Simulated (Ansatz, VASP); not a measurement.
**CdS (Greenockite): VASP beside Ansatz**

File INCAR:

```
SYSTEM = CdS
PREC = Accurate
ENCUT = 520
EDIFF = 1E-6
ISMEAR = -1
SIGMA = 0.05
LREAL = .False.
LASPH = .True.
NELM = 80
ALGO = Normal
ISIF = 2
LWAVE = .False.
LCHARG = .False.
GGA = PE
```

KPOINTS

```
Automatic mesh
0
Gamma
  7 7 4
  0 0 0
```

The input POSCAR:

```
CdS
1.0
    4.1500000000      0.0000000000      0.0000000000
   -2.0750000000      3.5940054257      0.0000000000
    0.0000000000      0.0000000000      6.7370000000
Cd S
2 2
Direct
    0.6666666667      0.3333333333      0.5000000000
    0.3333333333      0.6666666667      0.0000000000
    0.6666666667      0.3333333333      0.8750000000
    0.3333333333      0.6666666667      0.3750000000
```

File KPOINTS_OPT:

```
path GMKGALHA,LM,KH
10
line-mode
reciprocal
 0.0000000000  0.0000000000  0.0000000000  G
 0.5000000000  0.0000000000  0.0000000000  M

 0.5000000000  0.0000000000  0.0000000000  M
 0.3333333333  0.3333333333  0.0000000000  K

 0.3333333333  0.3333333333  0.0000000000  K
 0.0000000000  0.0000000000  0.0000000000  G

 0.0000000000  0.0000000000  0.0000000000  G
 0.0000000000  0.0000000000  0.5000000000  A

 0.0000000000  0.0000000000  0.5000000000  A
 0.5000000000  0.0000000000  0.5000000000  L

 0.5000000000  0.0000000000  0.5000000000  L
 0.3333333333  0.3333333333  0.5000000000  H

 0.3333333333  0.3333333333  0.5000000000  H
 0.0000000000  0.0000000000  0.5000000000  A

 0.5000000000  0.0000000000  0.5000000000  L
 0.5000000000  0.0000000000  0.0000000000  M

 0.3333333333  0.3333333333  0.0000000000  K
 0.3333333333  0.3333333333  0.5000000000  H
```

Contents of input.yaml:

```yaml
crystal:
  lattice:
    - [4.15, 0.0, 0.0]
    - [-2.075, 3.5940054257, 0.0]
    - [0.0, 0.0, 6.737]
  atoms:
    - { symbol: Cd, position: [0.6666666667, 0.3333333333, 0.5] }
    - { symbol: Cd, position: [0.3333333333, 0.6666666667, 0.0] }
    - { symbol: S, position: [0.6666666667, 0.3333333333, 0.875] }
    - { symbol: S, position: [0.3333333333, 0.6666666667, 0.375] }
hamiltonian:
  xc: pbe
  pseudopotentials: { kind: paw }
kpoints:
  mp_grid: { grid: [7, 7, 4] }
  band_path:
    path:
      - [[0.0, 0.0, 0.0], [0.5, 0.0, 0.0], [0.3333333333, 0.3333333333, 0.0], [0.0, 0.0, 0.0], [0.0, 0.0, 0.5], [0.5, 0.0, 0.5], [0.3333333333, 0.3333333333, 0.5], [0.0, 0.0, 0.5]]
      - [[0.5, 0.0, 0.5], [0.5, 0.0, 0.0]]
      - [[0.3333333333, 0.3333333333, 0.0], [0.3333333333, 0.3333333333, 0.5]]
    npoints: 14
scf:
  occupations: { method: fermi_dirac, width: 0.05 }
  n_extra_bands: 10
output:
  forces: true
  stress: true
  eigenvalues: true
  fatbands: false
  write_density: true
  write_potential: true
  elf: true
  volumetric_format: npy
```

Alike in both runs: task band structure; functional PBE; k mesh 7 × 7 × 4; occupations fermi-dirac, width 0.05 eV; no spin polarisation.

|  | VASP | Ansatz |
| --- | --- | --- |
| version | VASP 6.6.1 | Ansatz 0.2.0 |
| potentials or method | VASP PAW PBE potentials, release 64 (Cd, S) | Ansatz PAW |
| plane-wave cutoff (eV) | 520 | 420 |
| valence electrons in the cell | 36 | 52 |

VASP gave:

- gap on the k mesh at the Fermi level (eV): 1.20
- least direct gap on the mesh (eV): 1.20
- gap along the band path (eV): 1.20
- pressure (GPa): 2.4
- largest component of the traceless stress (GPa): 0.44
- rms of the force components (eV/Å): 0.040

Problem. Estimate Ansatz's values.

Solution. gap on the k mesh at the Fermi level (eV): 1.20; least direct gap on the mesh (eV): 1.20; gap along the band path (eV): 1.20; pressure (GPa): 2.1; largest component of the traceless stress (GPa): 0.42; rms of the force components (eV/Å): 0.039.

Atom by atom the forces differ by 0.001 eV/Å (rms over components). The functional is the same, so the differences come from potentials, cutoffs and numerics. The two sets of potentials don't hold the same shells in valence.

A hybrid or GW would open this gap; PBE tends to underestimate it.
